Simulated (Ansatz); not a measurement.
HfO2:

```
Hf O
1.0
     3.55802    0.00000    0.00000
     0.00000    3.55802    0.00000
     0.00000    0.00000    5.17186
Hf O
2 4
Direct
  0.00000 0.00000 0.00000
  0.50000 0.50000 0.50000
  0.00000 0.50000 0.19721
  0.50000 0.00000 0.30279
  0.50000 0.00000 0.80279
  0.00000 0.50000 0.69721
```

Measurements of this composition are mostly on another form, of space group No. 14.

- Program: Ansatz 0.2.0
- Task: relaxation of cell and atoms
- Functional: BLYP
- Dispersion: D3(BJ)
- Potentials or basis: Ansatz PAW
- Cutoff: 420 eV (not typed: the program's choice for these potentials)
- k mesh: 8 × 8 × 5
- Occupations: fermi-dirac, width 0.05 eV
- Spin: no spin polarisation

At the start: volume 10.91 Å³/atom.

Problem. Where does the relaxation end?

Solution. It ends after 9 steps and the volume is 11.28 Å³/atom (+3.4 %); space group P4_2/nmc (No. 137, to 0.05 Å).

Step by step:
| step | energy change (eV) | largest force (eV/Å) | volume (Å³) |
| --- | --- | --- | --- |
| 1 | 0.0000 | 0.1571 | 65.47 |
| 2 | -0.0351 | 0.0247 | 68.05 |
| 3 | -0.0398 | 0.0021 | 67.62 |
| 4 | -0.0400 | 0.0049 | 67.60 |
| 5 | -0.0400 | 0.0023 | 67.59 |
| 6 | -0.0400 | 0.0001 | 67.59 |
| 7 | -0.0548 | 0.0015 | 67.59 |
| 8 | -0.0543 | 0.0001 | 67.70 |
| 9 | -0.0549 | 0.0000 | 67.70 |

Final structure:
```yaml
crystal:
  lattice:
    - [3.59654, 0.00000, 0.00000]
    - [0.00000, 3.59654, 0.00000]
    - [0.00000, 0.00000, 5.23386]
  atoms:
    - { symbol: Hf, position: [0.00000, 0.00000, 0.00000] }
    - { symbol: Hf, position: [0.50000, 0.50000, 0.50000] }
    - { symbol: O, position: [0.00000, 0.50000, 0.19617] }
    - { symbol: O, position: [0.50000, 0.00000, 0.30383] }
    - { symbol: O, position: [0.50000, 0.00000, 0.80383] }
    - { symbol: O, position: [0.00000, 0.50000, 0.69617] }
```

Caveat: the plane-wave basis is chosen anew once the cell has moved, so the energies of steps on either side of that aren't comparable; the pressure holds a Pulay correction of +0.9 GPa for the finite cutoff; the PAW data sets come from PBE, with cores solved anew for the run's functional, which leaves a small shift of forces and pressure.
